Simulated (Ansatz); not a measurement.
Crystal: Ti, diamond type, 2 atoms in the cell.

Method: PBE, plane waves, PAW datasets (generated soft set 1) (Ansatz).

Cutoff 420 eV; k-mesh 33×33×33 Γ-centred; Fermi–Dirac smearing of 0.0612 eV; no spin polarisation.

```tsv
V (Å³/atom)	a (Å)	E − E(min) (meV/atom)	P (GPa)
21.567	5.5671	9.38	2.27
22.026	5.6063	4.04	1.46
22.485	5.6450	0.96	0.70
22.944	5.6831	0.00	-0.02
23.403	5.7207	1.03	-0.69
23.862	5.7579	3.88	-1.30
24.320	5.7946	8.38	-1.84
```

(1) Fit a third-order Birch–Murnaghan equation of state to the energies.

Answers

(1) V₀ = 22.930 Å³/atom (a₀ = 5.682 Å), B₀ = 34.3 GPa, B₀′ = 2.82.

The published all-electron PBE values for this crystal (mean of FLEUR and WIEN2k, k-spacing 0.06 Å⁻¹; Bosoni et al., Nat. Rev. Phys. 6, 45 (2024)) are V₀ = 22.921 Å³/atom, B₀ = 34.4 GPa, B₀′ = 2.82.

The stress includes the program's correction for the finite plane-wave basis.

This cubic structure is a model: it isn't the usual form of the substance at ambient conditions, and such phases are metastable or hypothetical. Spin polarisation is left out, and a magnetic state may lie lower.
